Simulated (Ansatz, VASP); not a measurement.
# HfO2 in VASP and in Ansatz

```
Hf O
1.0
     0.00000    2.52332    2.52332
     2.54881   -0.02549    2.54881
     2.54881    2.54881   -0.02549
Hf O
1 2
Direct
  0.00000 0.00000 0.00000
  0.25000 0.25000 0.25000
  0.75000 0.75000 0.75000
```

Change from the starting cell: strain -0.0200 x Voigt [0, 0, 0, 1, 0, 0], atoms carried along.

Alike in both runs: task single point; functional PBE; k mesh 8 × 8 × 8; occupations gaussian, width 0.05 eV; no spin polarisation.

```csv
,VASP,Ansatz
version,VASP 6.6.1,Ansatz 0.2.0
potentials or method,"VASP PAW PBE potentials, release 64 (Hf_pv, O)","scalar-relativistic, plane waves, PAW"
plane-wave cutoff (eV),520,420
valence electrons in the cell,22,38
```

|  | VASP | Ansatz | Ansatz less VASP |
| --- | --- | --- | --- |
| gap on the k mesh at the Fermi level (eV) | 3.76 | 3.75 | -0.011 |
| least direct gap on the mesh (eV) | 3.76 | 3.75 | -0.011 |
| pressure (GPa) | -3.5 | 0.1 | +3.62 |
| largest component of the traceless stress (GPa) | 1.67 | 1.76 | +0.089 |
| rms of the force components (eV/Å) | 0.057 | 0.063 | +0.0059 |

Atom by atom the forces differ by 0.006 eV/Å (rms over components). The two sets of potentials don't hold the same shells in valence.

Caveats: spin-orbit coupling is left out, which moves the levels of the heavy elements. A k mesh can miss the band edges.
